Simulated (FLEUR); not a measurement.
# ZnS (F-43m) in FLEUR: a series of runs

One crystal, ZnS, is run at these levels: PBE; tasks: single point.

Program: FLEUR MaX-R8.1 (later development tree). These are calculated values, not measurements. Logs are shortened: lines on timing, memory, paths and dates and some standing lists are left out, and cuts for length are marked.

**Measured values to compare with.**

“Electronic, vibrational, and thermodynamic properties of ZnS (zincblende and rocksalt structure)”, 2009, arxiv:0911.5022 quotes, for a bulk crystal of ZnS at 19 K: band gap 3.85 eV (direct).

How close the calculation comes is told below.

## (1) The structure

It takes space group F-43m (No. 216, cubic). The conventional cell has a = 5.404 Å, b = 5.404 Å, c = 5.404 Å, α = 90.00°, β = 90.00°, γ = 90.00°. Zn (site symmetry -43m) has 4 S at 2.34 Å as nearest neighbours. S (site symmetry -43m) is surrounded by 4 Zn at 2.34 Å.

## (2) Single point, PBE

The input, inp.xml:

```xml
<?xml version="1.0" encoding="UTF-8" standalone="no"?>
<fleurInput fleurInputVersion="0.39">
   <comment>
      ZnS                                                                                                 
   </comment>
   <calculationSetup>
      <cutoffs Kmax="5.1" Gmax="15.8" GmaxXC="15.8" numbands="0"/>
      <scfLoop itmax="60" minDistance="0.00001" maxIterBroyd="15" imix="Anderson" alpha="0.05" precondParam="0.0" spinf="2.0" sdNocoIR="T"/>
      <coreElectrons ctail="T" frcor="F" kcrel="0" coretail_lmax="0"/>
      <xcFunctional name="pbe" relativisticCorrections="F"/>
      <magnetism jspins="1"/>
      <soc l_soc="F" theta="0.0" phi="0.0" spav="F"/>
      <expertModes spex="0" secvar="F"/>
      <geometryOptimization l_f="F" forcealpha="1.0" forcemix="BFGS" epsdisp="0.00001" epsforce="0.00001"/>
      <ldaU l_linMix="F" mixParam="0.05" spinf="1.0"/>
   </calculationSetup>
   <cell>
      <bzIntegration valenceElectrons="26.0" mode="gauss" fermiSmearingEnergy="0.00055124">
         <kPointListSelection listName="default-1"/>
         <!-- k-points included here -->
         <xi:include xmlns:xi="http://www.w3.org/2001/XInclude" href="kpts.xml"> </xi:include>
      </bzIntegration>
      <!-- symmetry operations included here -->
      <xi:include xmlns:xi="http://www.w3.org/2001/XInclude" href="sym.xml"> </xi:include>
      <bulkLattice scale="1.0">
         <bravaisMatrix>
            <row-1>    0.0000000000000000     5.1060399886691998     5.1060399886691998</row-1>
            <row-2>    5.1060399886691998     0.0000000000000000     5.1060399886691998</row-2>
            <row-3>    5.1060399886691998     5.1060399886691998     0.0000000000000000</row-3>
         </bravaisMatrix>
      </bulkLattice>
   </cell>
   <atomSpecies>
      <species name="Zinc (Zn)" element="Zn" atomicNumber="30">
         <mtSphere radius="2.18" gridPoints="721" logIncrement="0.017"/>
         <atomicCutoffs lmax="9" lnonsphr="7"/>
         <electronConfig flipSpins="F">
            <coreConfig>(1s1/2) (2s1/2) (2p1/2) (2p3/2)</coreConfig>
            <valenceConfig>(3s1/2) (3p1/2) (3p3/2) (4s1/2) (3d3/2) (3d5/2)</valenceConfig>
         </electronConfig>
         <energyParameters s="4" p="4" d="3" f="4"/>
         <lo type="SCLO" l="0" n="3" eDeriv="0"/>
         <lo type="SCLO" l="1" n="3" eDeriv="0"/>
         <lo type="SCLO" l="1" n="3" eDeriv="1"/>
         <lo type="HELO" l="2" n="4" eDeriv="0"/>
         <lo type="HELO" l="2" n="4" eDeriv="1"/>
         <lo type="SCLO" l="3" n="4" eDeriv="2"/>
      </species>
      <species name="Sulfur (S)" element="S" atomicNumber="16">
         <mtSphere radius="1.92" gridPoints="635" logIncrement="0.018"/>
         <atomicCutoffs lmax="8" lnonsphr="6"/>
         <electronConfig flipSpins="F">
            <coreConfig>(1s1/2) (2s1/2) (2p1/2) (2p3/2)</coreConfig>
            <valenceConfig>(3s1/2) (3p1/2) (3p3/2)</valenceConfig>
            <stateOccupation state="(3p1/2)" spinUp="0.666667" spinDown="0.666667"/>
            <stateOccupation state="(3p3/2)" spinUp="1.333333" spinDown="1.333333"/>
         </electronConfig>
         <energyParameters s="3" p="3" d="3" f="4"/>
         <lo type="SCLO" l="0" n="3" eDeriv="2"/>
         <lo type="SCLO" l="1" n="3" eDeriv="2"/>
         <lo type="SCLO" l="2" n="3" eDeriv="2"/>
         <lo type="SCLO" l="3" n="4" eDeriv="2"/>
      </species>
   </atomSpecies>
   <atomGroups>
      <atomGroup species="Zinc (Zn)">
         <relPos label="                   1">-1.000/4.000 -1.000/4.000 -1.000/4.000</relPos>
         <force calculate="T" relaxXYZ="TTT"/>
      </atomGroup>
      <atomGroup species="Sulfur (S)">
         <relPos label="                   2">.0000000000 .0000000000 .0000000000</relPos>
         <force calculate="T" relaxXYZ="TTT"/>
      </atomGroup>
   </atomGroups>
   <output dos="F" band="F" slice="F">
      <checks vchk="F" cdinf="F"/>
      <bandDOS minEnergy="-.5*Htr" maxEnergy="0.5*Htr" sigma="0.015" storeEVData="T"/>
      <vacuumDOS vacdos="F" integ="F" star="F" nstars="0" locx1="0.0" locy1="0.0" locx2="0.0" locy2="0.0" nstm="0" tworkf="0.0"/>
      <unfoldingBand unfoldBand="F" supercellX="1" supercellY="1" supercellZ="1"/>
      <plotting iplot="0" polar="F">
         <plot TwoD="T" vec1="  1.0  0.0  0.0" vec2="  0.0  1.0  0.0" vec3="  0.0  0.0  1.0" zero="  0.0  0.0  0.0" file="plot"/>
      </plotting>
      <chargeDensitySlicing numkpt="0" minEigenval="0.0" maxEigenval="0.0" nnne="0" pallst="F"/>
      <specialOutput eonly="F"/>
      <moessbauerParams electricFieldGradient="T" isomerShift="T" coreHyperfine="T" valenceHyperfine="T"/>
      <magneticCircularDichroism mcd="F" energyLo="-10.0" energyUp="0.0"/>
   </output>
  <!-- We include the file relax.xml here to enable relaxations (see documentation) -->
  <xi:include xmlns:xi="http://www.w3.org/2001/XInclude" href="relax.xml"> <xi:fallback/> </xi:include>
</fleurInput>
```

The input, crystal.txt:

```
ZnS
&input cartesian=F /
0.0000000000  2.7020000000  2.7020000000
2.7020000000  0.0000000000  2.7020000000
2.7020000000  2.7020000000  0.0000000000
1.8897261246
1.0 1.0 1.0

2
30 0.7500000000  0.7500000000  0.7500000000
16 0.0000000000  0.0000000000  0.0000000000

&kpt div1=9 div2=9 div3=9 gamma=T /
```

Potentials or basis: all-electron, FLAPW.

On the command line:

```
$ inpgen -f crystal.txt -profile fastHighL
$ # inp.xml edited to the form shown
$ fleur_MPI
```

The log of the run:

```text
Welcome to FLEUR        (www.flapw.de)
      MaX-Release 8.1          (www.max-centre.eu)

 ========== k-point set info ==========
 Selected k-point list: default-1
 k-point list type: mesh
 9 x 9 x 9
 Number of k points: 35

 ------------Calculation Setup---------------------------
 Number of MPI-tasks      :            1
 Number of PE/node        :            1
 Number of OMP-threads    :            1
 Most efficient MPI parallelization for:
           1           5           7          35
 Additional eigenvalue parallelization possible
 Number of basis functions:          693
 Approximate size of matrices (H+S) per k-point:         0.014 GB
 --------------------------------------------------------
 Iteration:     1   Distance:       9.12119487 me/bohr^3
 Iteration:     2   Distance:       7.98862610 me/bohr^3
 Iteration:     3   Distance:       4.81070067 me/bohr^3
 Iteration:     4   Distance:       2.59513384 me/bohr^3
 Iteration:     5   Distance:       2.47446986 me/bohr^3
 Iteration:     6   Distance:       0.38015356 me/bohr^3
 Iteration:     7   Distance:       0.34264542 me/bohr^3
 Iteration:     8   Distance:       0.03636334 me/bohr^3
 Iteration:     9   Distance:       0.03393482 me/bohr^3
 Iteration:    10   Distance:       0.00264913 me/bohr^3
 Iteration:    11   Distance:       0.00196343 me/bohr^3
 Iteration:    12   Distance:       0.00050187 me/bohr^3
 Iteration:    13   Distance:       0.00008159 me/bohr^3
 Iteration:    14   Distance:       0.00008179 me/bohr^3
 Iteration:    15   Distance:       0.00000691 me/bohr^3

 ********************************************************************
 Run finished successfully
 Stop message:
   all done
 ********************************************************************
```

out.xml (last iteration):

```text
<iteration numberForCurrentRun="   15" overallNumber="   15">
         <energyParameters units="Htr">
            <atomicEP atomType="1" spin="1" branch="4s" branchLowest="-4.42" branchHighest="1.48" value="0.0056500760"/>
            <atomicEP atomType="1" spin="1" branch="4p" branchLowest="-2.73" branchHighest="2.14" value="0.1690273071"/>
            <atomicEP atomType="1" spin="1" branch="3d" branchLowest="-9.99" branchHighest="0.03" value="-0.0498360583"/>
            <atomicEP atomType="1" spin="1" branch="4f" branchLowest="-9.99" branchHighest="3.78" value="0.5029004566"/>
            <loAtomicEP atomType="1" spin="1" branch="3s" branchLowest="-42.23" branchHighest="-4.42" value="-4.4257889002"/>
            <loAtomicEP atomType="1" spin="1" branch="3p" branchLowest="-36.56" branchHighest="-2.73" value="-2.7428207735"/>
            <loAtomicEP atomType="1" spin="1" branch="3p" branchLowest="-36.56" branchHighest="-2.73" value="-2.7428207735"/>
            <heloAtomicEP atomType="1" spin="1" branch="4d" branchLowest="2.44" branchHighest="2.44" value="2.4426438206"/>
            <heloAtomicEP atomType="1" spin="1" branch="4d" branchLowest="2.44" branchHighest="2.44" value="2.4426438206"/>
            <loAtomicEP atomType="1" spin="1" branch="4f" branchLowest="-9.99" branchHighest="3.78" value="0.5029038312"/>
            <atomicEP atomType="2" spin="1" branch="3s" branchLowest="-7.36" branchHighest="0.79" value="-0.3532856707"/>
            <atomicEP atomType="2" spin="1" branch="3p" branchLowest="-5.33" branchHighest="1.38" value="-0.0792933937"/>
            <atomicEP atomType="2" spin="1" branch="3d" branchLowest="-9.99" branchHighest="2.01" value="0.1538671154"/>
            <atomicEP atomType="2" spin="1" branch="4f" branchLowest="-9.99" branchHighest="4.83" value="0.3217239569"/>
            <loAtomicEP atomType="2" spin="1" branch="3s" branchLowest="-7.36" branchHighest="0.79" value="-0.3532856707"/>
            <loAtomicEP atomType="2" spin="1" branch="3p" branchLowest="-5.33" branchHighest="1.38" value="-0.0797084492"/>
            <loAtomicEP atomType="2" spin="1" branch="3d" branchLowest="-9.99" branchHighest="2.01" value="0.1538665790"/>
            <loAtomicEP atomType="2" spin="1" branch="4f" branchLowest="-9.99" branchHighest="4.83" value="0.3217271778"/>
         </energyParameters>
         <eigenvalues>
            <eigenvaluesAt spin="1" ikpt="1" k_x="0.00000000" k_y="0.00000000" k_z="0.00000000">
                      -4.4257862992       -2.7414694712       -2.7414694712       -2.7414694712       -0.3201870358
                      -0.0701359019       -0.0701359019       -0.0701359019       -0.0517976608       -0.0517976608
                       0.1626667436        0.1626667436        0.1626667436        0.2403360110        0.3968813420
                       0.3968813420        0.3968813420        0.5896401694        0.5896401694        0.5996418041
                       0.6970952554
            </eigenvaluesAt>
            <eigenvaluesAt spin="1" ikpt="2" k_x="0.00000000" k_y="0.00000000" k_z="0.11111111">
[... 41 lines left out ...]
         </coreStates>
         <allElectronCharges>
            <spinDependentCharge spin="1" total="46.0000000" interstitial="3.8269318" mtSpheres="42.1730682"/>
            <totalCharge value="45.9999999968"/>
         </allElectronCharges>
         <moessbauerParams unitsHFF="kG" unitsIS="e/bohr^3" unitsEFG="Htr/bohr^2">
            <coreIsomerShift atomType="1" isTotal="24873.78115">
               <shell n="1" l="0" isomerShift="22627.67301"/>
               <shell n="2" l="0" isomerShift="2229.18881"/>
               <shell n="2" l="1" isomerShift="16.91933"/>
            </coreIsomerShift>
            <coreIsomerShift atomType="2" isTotal="2932.44468">
               <shell n="1" l="0" isomerShift="2724.47027"/>
               <shell n="2" l="0" isomerShift="207.61388"/>
               <shell n="2" l="1" isomerShift="0.36053"/>
            </coreIsomerShift>
            <isomerShift atomType="1" nucleusRadius="0.0000952" averageDensity="25214.51659"/>
            <isomerShift atomType="2" nucleusRadius="0.0000750" averageDensity="2950.80137"/>
            <electricFieldGradient atomType="1" VXX="0.00000" VYY="0.00000" VZZ="0.00000" asymParam="0.00000">
            </electricFieldGradient>
            <electricFieldGradient atomType="2" VXX="0.00000" VYY="0.00000" VZZ="0.00000" asymParam="0.00000">
            </electricFieldGradient>
         </moessbauerParams>
         <totalEnergy                                    value="    -2195.3737286029" units="Htr">
            <sumOfEigenvalues                            value="    -1251.8254107366">
               <coreElectrons value="-1225.8132772395"/>
               <valenceElectrons value="-26.0121334971"/>
            </sumOfEigenvalues>
            <densityCoulombPotentialIntegral value="-3355.5806195347"/>
            <densityEffectivePotentialIntegral value="-3481.9410348554"/>
            <chargeDenXCDenIntegral value="-97.3480695318"/>
            <FockExchangeEnergyValence value="0.0000000000"/>
            <FockExchangeEnergyCore value="0.0000000000"/>
            <atomTypeDependentContributions atomType="1">
               <electronNucleiInteractionDifferentMTs value="2158.8866699216"/>
               <MadelungTerm value="-12.2477911882"/>
            </atomTypeDependentContributions>
            <atomTypeDependentContributions atomType="2">
               <electronNucleiInteractionDifferentMTs value="469.1282617769"/>
               <MadelungTerm value="-10.0882505358"/>
            </atomTypeDependentContributions>
            <tkbTimesEntropy value="0.0000000000"/>
            <freeEnergy value="-2195.3737286029"/>
            <extrapolationTo0K value="-2195.3737286029"/>
         </totalEnergy>
         <densityConvergence units="me/bohr^3">
            <chargeDensity spin="1" distance="0.0000069073"/>
         </densityConvergence>
      </iteration>
```

Wall time 4.7 min (1 thread of Arm Neoverse N1, shared host); peak memory 0.07 GiB.

What came out:

| Property | Result |
| --- | --- |
| Free energy | -59739.1625 eV |
| Band gap on the k mesh | 2.11 eV, direct |
| Valence electrons inside the program's atomic spheres | Zn 18.51; S 3.66 (radii Zn 2.18, S 1.92 bohr) |

Levels at points of the mesh, in eV from the valence-band top:
| k point | band 9 | band 10 | band 11 | band 12 | band 13 | band 14 | band 15 | band 16 | band 17 | band 18 |
| --- | --- | --- | --- | --- | --- | --- | --- | --- | --- | --- |
| (0.00, 0.00, 0.00) | -5.84 | -5.84 | 0.00 | 0.00 | 0.00 | 2.11 | 6.37 | 6.37 | 6.37 | 11.62 |

Core levels (eV from the Fermi level):
```tsv
atom	levels
1 Zn	1s1/2 -9519.1, 2s1/2 -1153.6, 2p1/2 -1015.4, 2p3/2 -991.5
2 S	1s1/2 -2398.6, 2s1/2 -204.7, 2p1/2 -150.4, 2p3/2 -149.1
```

## (3) Single point, PBE

inp.xml, as its differences from that of step 2:

```diff
@@ -17,3 +17,3 @@
    <cell>
-      <bzIntegration valenceElectrons="26.0" mode="gauss" fermiSmearingEnergy="0.00055124">
+      <bzIntegration valenceElectrons="26.0" mode="gauss" fermiSmearingEnergy="0.00058799">
          <kPointListSelection listName="default-1"/>
```

crystal.txt is that of step 2.

Potentials or basis: all-electron, FLAPW.

On the command line:

```
$ inpgen -f crystal.txt -profile fastHighL
$ # inp.xml edited to the form shown
$ fleur_MPI
```

It took 4.8 min on 1 thread of Arm Neoverse N1, shared host; peak memory 0.07 GiB.

Results (log left out):

| Quantity | Value |
| --- | --- |
| Free energy | -59739.1625 eV |
| Band gap on the k mesh | 2.11 eV, direct |
| Valence electrons inside the program's atomic spheres | Zn 18.51; S 3.66 (radii Zn 2.18, S 1.92 bohr) |

Levels at points of the mesh, in eV from the valence-band top:
```
           k point  band 10  band 11  band 12  band 13  band 14  band 15  band 16  band 17
(0.00, 0.00, 0.00)    -5.84     0.00     0.00     0.00     2.11     6.37     6.37     6.37
```

Core levels (eV from the Fermi level):
| atom | levels |
| --- | --- |
| 1 Zn | 1s1/2 -9519.1, 2s1/2 -1153.6, 2p1/2 -1015.4, 2p3/2 -991.5 |
| 2 S | 1s1/2 -2398.6, 2s1/2 -204.7, 2p1/2 -150.4, 2p3/2 -149.1 |

## (4) Against experiment

Step 2. Measured gap of ZnS: 3.85 eV (direct; 19 K; quoted in “Electronic, vibrational, and thermodynamic properties of ZnS (zincblende and rocksalt structure)”, 2009, arxiv:0911.5022). This calculation gives 2.11 eV (-1.74 eV). The value is that of PBE, without temperature or zero-point motion. Semilocal functionals fall short of measured gaps as a rule.

Step 3. Against the measured gap of ZnS, 3.85 eV (direct; 19 K; quoted in “Electronic, vibrational, and thermodynamic properties of ZnS (zincblende and rocksalt structure)”, 2009, arxiv:0911.5022), the calculated 2.11 eV is off by -1.74 eV. The value is that of PBE, without temperature or zero-point motion. Semilocal functionals fall short of measured gaps as a rule.
